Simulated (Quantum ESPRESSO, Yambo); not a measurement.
# Quasiparticle gap of GaAs (F-43m) in Yambo, part 3 of 3

How does a plane-wave GW calculation on GaAs (F-43m) run from the first input to the gap?

Quantum ESPRESSO 7.5 and Yambo 5.3.0; PBE and many-body steps on it, plane waves. Known limits of the many-body steps: not at the basis limit; exchange with frozen shells missing; no spin-orbit coupling; coarse k mesh.

So far. Step 3 (Bands along the symmetry lines): The gap is 0.514 eV, as in the run before at this level. Step 4 (Empty states on the mesh, 4×4×4 mesh, 116 bands): On this mesh the gap is 0.514 eV.

### Step 6. Screening and self-energy, 4×4×4 mesh, 116 bands, screening to 129.3 eV

Now the one-shot GW correction: screening in the RPA, then the self-energy of the levels asked for.

This step: G0W0 on PBE, plane waves, norm-conserving pseudopotentials.

File gw1.in:

```
HF_and_locXC
gw0
dyson
ppa
em1d
rim_cut
RandQpts= 1000000
RandGvec= 1 RL
EXXRLvcs= 76 Ry
VXCRLvcs= 304 Ry
Chimod= "HARTREE"
% BndsRnXp
 1 | 116 |
%
NGsBlkXp= 9.5 Ry
% LongDrXp
 1 | 1 | 1 |
%
% GbndRnge
 1 | 116 |
%
DysSolver= "n"
ExtendOut
PPAPntXp= 27.21138 eV
% QPkrange
 1 | 8 | 12 | 18 |
%
```

Command:

```bash
OMP_NUM_THREADS=1 mpirun -n 4 yambo -F gw1.in -J gw1 -C gw1 > gw1.log
```

Log:

```text
 Yambo, version 5.3.0

 [02] CORE Variables Setup
 =========================

  [... cell, symmetries and grids as in the set-up ...]

  [02.05] Energies & Occupations
  ==============================

  [X] === General ===
  [X] Electronic Temperature                        :  0.000000  0.000000 [eV K]
  [X] Bosonic    Temperature                        :  0.000000  0.000000 [eV K]
  [X] Finite Temperature mode                       : no
  [X] El. density                                   :  0.61975E+24 [cm-3]
  [X] Fermi Level                                   :  8.808015 [eV]

  [X] === Gaps and Widths ===
  [X] Conduction Band Min                           :  0.513686 [eV]
  [X] Valence Band Max                              :  0.000000 [eV]
  [X] Filled Bands                                  :  14
  [X] Empty Bands                                   :   15  116
  [X] Direct Gap                                    :  0.513686 [eV]
  [X] Direct Gap localized at k                     :  1
  [X] Indirect Gap                                  :  0.513686 [eV]
  [X] Indirect Gap between kpts                     :  1  1
  [X] Last valence band width                       :  3.339526 [eV]
  [X] 1st conduction band width                     :  4.109682 [eV]

 [03] Transferred momenta grid and indexing
 ==========================================

 IBZ Q-points                                      :   8
 BZ  Q-points                                      :   64

 K/Q-points units:
 rlu = crystal or reduced units; cc = cartesian coordinates; iku = interal k-units

 Q [1]          [rlu]:  0.000000  0.000000  0.000000
 Q [2]          [rlu]: -0.91587E-18 -0.91587E-18  0.25000
 Q [3]          [rlu]:  0.18317E-17  0.18317E-17 -0.50000
 Q [4]          [rlu]: -0.26116E-17  0.25000      0.25000
 Q [5]          [rlu]:  0.71282E-16  0.25000      0.50000
 Q [6]          [rlu]:  0.18317E-17  0.25000     -0.25000
 Q [7]          [rlu]:  0.52231E-17 -0.50000     -0.50000
 Q [8]          [rlu]:  0.250000 -0.500000 -0.250000

 [04] Coloumb potential Random Integration (RIM)
 ===============================================

  [04.01] RIM initialization
  ==========================

  * Diagonal components only detected *

  8 x (sBL volume)        :  0.101699 [a.u.]
  sBZ random points       :  1000000
  Points outside the sBZ  :   7987327
  RL volume               :  0.813588 [a.u.]
  Integrated volume       :  0.814879 [a.u.]

  [04.02] RIM integrals
  =====================

  Gamma point sphere radius             :  0.084669 [a.u.]
  Points outside the sphere             :   799513
  [Int_sBZ(q=0) 1/q^2]*(Vol_sBZ)^(-1/3) =:  7.764325
                                 should be <:  7.795600

  Summary of Coulomb integrals for non-metallic bands |Q|[au] RIM/Bare

  Q [1] 0.100000E-4 0.995988 * Q [2] 0.254653 1.066317
  Q [4] 0.294048 1.065091 * Q [6] 0.415847 1.027759
  Q [5] 0.487623 1.020584 * Q [3] 0.509306 1.018268
  Q [7] 0.588096 1.014689 * Q [8] 0.657511 1.011648

 [05] Dipoles
 ============

  [05.01] Setup: observables and procedures
  =========================================

 [06] Dynamic Dielectric Matrix (PPA)
 ====================================

 [WR./gw1//ndb.pp]---------------------------------------------------------------
  Brillouin Zone Q/K grids (IBZ/BZ)                :    8   64    8   64
  RL vectors                                       :   4279 [WF]
  Coulomb cutoff potential                         : none
  Electronic Temperature                           :  0.000000 [K]
  Bosonic    Temperature                           :  0.000000 [K]
  PPA    diel. fun.  energies                      : Perdew, Burke & Ernzerhof(X)+Perdew, Burke & Ernzerhof(C)
  wavefunctions                                    : Perdew, Burke & Ernzerhof(X)+Perdew, Burke & Ernzerhof(C)
  Global Gauge                                     : length
  X matrix size                                    :  181
  X band range                                     :    1  116
  X e/h energy range                               : -1.000000 -1.000000 [eV]
  X Time ordering                                  : R
  X Hxc Kernel                                     : HARTREE
  X Drude frequency                                :  0.000000  0.000000
  X poles                                          :  100.0000 [o/o]
  RL vectors in the sum                            :   4279
  [r,Vnl] included                                 : yes
  Field direction                                  :  0.577350E-5  0.577350E-5  0.577350E-5
  BZ energy Double Grid                            : no
  BZ energy DbGd points                            : 0
  BZ Q point size factor                           : -1.000000
  X Optical Averaged directions                    : none

 [07] Local Exchange-Correlation + Non-Local Fock
 ================================================

 [VXC] Plane waves :  27317
 [EXS] Plane waves :   3527

 QP @ state[ 1 ] K range:   1   8
 QP @ state[ 1 ] b range:  12  18

 [xc] Functional : Perdew, Burke & Ernzerhof(X)+Perdew, Burke & Ernzerhof(C)
 [xc] LIBXC used to calculate xc functional
  PP Number of Atomic Species                      :  2
  NLCC RL compoments                               :  27317
  PP Number of Atomic Species                      :  2
  NLCC RL compoments                               :  27317

 [xc] E_xc :  -20.08671 [Ha]
      E_xc :  -40.17342 [Ry]

  Local XC kind (lXC) : Perdew, Burke & Ernzerhof(X)+Perdew, Burke & Ernzerhof(C)
  Non-Local XC kind (nlXC) : Hartree-Fock

  Corrections @ K [1] :  [eV]
 <12|nlXC|12> = -15.66123  0.34621E-17 <12|lXC|12> = -13.35835  0.18881E-15
 <13|nlXC|13> = -15.66130 -0.13061E-16 <13|lXC|13> = -13.35835 -0.18882E-15
 <14|nlXC|14> = -15.66113  0.42986E-17 <14|lXC|14> = -13.35835 -0.47202E-16
 <15|nlXC|15> = -10.38568 -0.79121E-17 <15|lXC|15> = -13.90073  0.51443E-21
 <16|nlXC|16> = -6.912291 -0.32838E-18 <16|lXC|16> = -10.84098  0.18882E-15
 <17|nlXC|17> = -6.912289 -0.11166E-17 <17|lXC|17> = -10.84098 -0.18882E-15
 <18|nlXC|18> = -6.911951  0.36421E-17 <18|lXC|18> = -10.84098 -0.18882E-15

  Corrections @ K [2] :  [eV]
 <12|nlXC|12> = -15.90400 -0.42630E-17 <12|lXC|12> = -12.54785  0.23602E-16
 <13|nlXC|13> = -15.37932 -0.16948E-16 <13|lXC|13> = -12.85887 -0.33322E-20
 <14|nlXC|14> = -15.37922  0.20906E-18 <14|lXC|14> = -12.85887 -0.63425E-20
[...]
Corrections @ K [3] :  [eV]
[...]
Corrections @ K [4] :  [eV]
[...]
Corrections @ K [5] :  [eV]
[...]
[... 2 further k-points ...]
  Corrections @ K [8] :  [eV]
[...]
<14|nlXC|14> = -14.23868 -0.11774E-17 <14|lXC|14> = -10.93200 -0.23602E-16
 <15|nlXC|15> = -8.369392  0.41426E-17 <15|lXC|15> = -12.74421  0.18882E-15
 <16|nlXC|16> = -6.166453 -0.20265E-17 <16|lXC|16> = -10.29098 -0.94410E-16
 <17|nlXC|17> = -6.358997  0.16465E-17 <17|lXC|17> = -10.98809  0.41302E-16
 <18|nlXC|18> = -5.175929 -0.53611E-17 <18|lXC|18> = -9.762837  0.71553E-20

  [07.01] Hartree-Fock occupations report
  =======================================

  [Hartree-Fock] === General ===
  [Hartree-Fock] Electronic Temperature             :  0.000000  0.000000 [eV K]
  [Hartree-Fock] Bosonic    Temperature             :  0.000000  0.000000 [eV K]
  [Hartree-Fock] Finite Temperature mode            : no
  [Hartree-Fock] El. density                        :  0.61975E+24 [cm-3]
  [Hartree-Fock] Fermi Level                        :  8.808015 [eV]

  [Hartree-Fock] === Gaps and Widths ===
  [Hartree-Fock] Conduction Band Min                :  4.028739 [eV]
  [Hartree-Fock] Valence Band Max                   : -2.302782 [eV]
  [Hartree-Fock] Filled Bands                       :  14
  [Hartree-Fock] Empty Bands                        :   15  116
  [Hartree-Fock] Direct Gap                         :  6.331522 [eV]
  [Hartree-Fock] Direct Gap localized at k          :  1
  [Hartree-Fock] Indirect Gap                       :  6.331522 [eV]
  [Hartree-Fock] Indirect Gap between kpts          :  1  1
  [Hartree-Fock] Last valence band width            :  4.343423 [eV]
  [Hartree-Fock] 1st conduction band width          :  4.969443 [eV]

 [08] Dyson equation: Newton solver
 ==================================

  [08.01] G0W0 (W PPA)
  ====================

  [  GW  ] Bands range     :    1  116
  [GW/PPA] G damping       :  0.100000 [eV]

  QP @ state[ 1 ] K range:   1   8
  QP @ state[ 1 ] b range:  12  18

   Sc/G bands                                       :    1  116
   Sc/G damping                                     :  0.100000 ev
   Sc bands terminator                              : no
   Sx RL components                                 :   3527

   QP @ state[ 1 ] K range                          :   1   8
   QP @ state[ 1 ] b range                          :  12  18
   GF energies kind                                 : Perdew, Burke & Ernzerhof(X)+Perdew, Burke & Ernzerhof(C)
   GF WF`s kind                                     : Perdew, Burke & Ernzerhof(X)+Perdew, Burke & Ernzerhof(C)
   Xs energies kind                                 : Perdew, Burke & Ernzerhof(X)+Perdew, Burke & Ernzerhof(C)
   Xs WF`s kind                                     : Perdew, Burke & Ernzerhof(X)+Perdew, Burke & Ernzerhof(C)

 [11] Game Over & Game summary
```

It took 3.5 min on 4 MPI ranks of Arm Neoverse V1, shared host; peak memory 1.6 GiB.

This step gave:

* G0W0 gap on the mesh: 1.128 eV
* starting gap on the mesh: 0.5137 eV
* k of the valence top: 0, 0, 0
* k of the conduction bottom: 0, 0, 0
* least direct G0W0 gap on the computed points: 1.128 eV
* Z at the valence top: 0.7968
* Z at the conduction bottom: 0.7970

The gap on the mesh goes from 0.51 eV to 1.13 eV, a correction of +0.61 eV.

Limits: finite bands, cutoff and mesh; exchange with frozen shells missing; no spin-orbit coupling; coarse k mesh. v1 is the top filled band, c1 the lowest empty one. The levels before and after the correction (eV, zero at the valence-band top of each column):

```
           conduction bottom  valence top
Kohn-Sham               0.51         0.00
     G0W0               1.13         0.00
```

```
             level  energy (eV)
Kohn-Sham  Γ v3-v1        0.000
Kohn-Sham     Γ c1        0.514
Kohn-Sham  Γ c2-c4        3.739
     G0W0  Γ v3-v1        0.000
     G0W0     Γ c1        1.128
     G0W0  Γ c2-c4        4.435
```

### Step 7. Where the time went

Times are wall times on the hardware named with each run, good to a factor of about two.

```
                          step     time  share  memory (GiB)
                  ground state    6.7 s    3 %          0.26
bands along the symmetry lines    6.1 s    3 %          0.22
      empty states on the mesh    7.6 s    3 %          0.33
         conversion and set-up    2.6 s    1 %          0.25
     screening and self-energy  3.5 min   90 %           1.6
```

### Step 8. Results

| Item | Value |
| --- | --- |
| PBE gap | 0.51 eV, direct |
| G0W0 gap on the mesh | 1.13 eV |
| GW settings | 4×4×4 mesh, 116 bands, screening to 129.3 eV, Godby-Needs plasmon pole |
| known limits | not at the basis limit; exchange with frozen shells missing; no spin-orbit coupling; coarse k mesh |

G0W0 moves the gap on the mesh from 0.51 eV to 1.13 eV (+0.61 eV), with Z of 0.80 and 0.80 at the edges. The dearest step here is «screening and self-energy». Against experiment, by G0W0@PBE: the direct gap of 1.13 eV lies −0.38 eV from the measured 1.51 eV (exciton, 77 K, 2020); the direct gap of 1.13 eV lies −0.28 eV from the measured 1.412 ± 0.01 eV (direct, 300 K, 2008); the direct gap of 1.13 eV lies −0.29 eV from the measured 1.418 ± 0.005 eV (direct, 300 K, 2008); the direct gap of 1.13 eV lies −0.29 eV from the measured 1.42 eV (direct, 300 K, 2004). An exciton line or allowed optical edge lies below the quasiparticle gap by the binding energy; a forbidden edge can push the onset above it. The calculation has static nuclei and no excitons; a measured gap holds zero-point and thermal motion, which mostly lowers it. Bands and cutoff are finite, so the gap is not at the basis limit. The miss can reach some tenths of an eV and take either sign; the mesh is an error of its own. The 4×4×4 mesh is coarse for this cell, which bears on the long-range parts of exchange and screening. The norm-conserving file of at least one element keeps a d shell over frozen s and p shells of the same row. Exchange with those shells is missing from the self-energy, an error of 0.3 to 0.9 eV in cases checked, whose sign depends on which edge lies on those atoms. The many-body steps are scalar-relativistic: spin-orbit coupling is not in them.

[Paths, hosts, dates, memory and timing lines, banners, echoed tables and standing remarks are left out of the program output.]

[Logs are printed without paths, hosts, clocks, repeated set-up lines and the standing remarks that a program may print on its own settings, such as how far it seeks lower states.]

[Runs of the session that timed out or met a known fault of the program may be left out.]

[Hosts, paths, dates, database ids (printed as entryN), source tags and the programs' standing remarks are cut or masked in the printed files.]
